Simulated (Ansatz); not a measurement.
# TaN: Coordination and Ta-181 quadrupole coupling

Cell: a structure deposited in the COD whose atoms were relaxed with PBE, the cell held.

Space group P6/mmm (No. 191); a = 5.1850, c = 2.9080 Å, γ = 120.00°.

```csv
site,Wyckoff,site symmetry,x,y,z
Ta1,1a,6/mmm,0.0000,0.0000,0.0000
Ta2,2d,-6m2,0.3333,0.6667,0.5000
N,3f,mmm,0.5000,0.0000,0.0000
```

One atom of each set is listed.

Method: Kohn–Sham DFT in Ansatz, PBEsol, plane waves and PAW, scalar-relativistic, collinear spin, 420 eV cutoff, Γ-centred 10×10×16 k-points, Fermi–Dirac smearing 0.05 eV. Start moments as typed (μB): 2 on each Ta, none on the rest.

Q(Ta-181) = 3170 mb.

Problem. Order the Ta environments from the weakest to the strongest quadrupole coupling.
A. Ta1: 6 N at 2.59 Å
B. Ta2: 6 N at 2.09 Å

Solution. B (2903 MHz, η = 0.00), A (3503 MHz, η = 0.00).

An axis of threefold or higher order runs through Ta2 and Ta1, so V_zz lies along it and η is zero.

The run finds no gap above 0.1 eV (a metal, or nearly one), so the gradients can move by 10 % or more with the k-mesh. Without spin–orbit coupling the gradients at and beside Ta can be off by some per cent, at some sites by more. The start moments die out, and the run ends without spin.
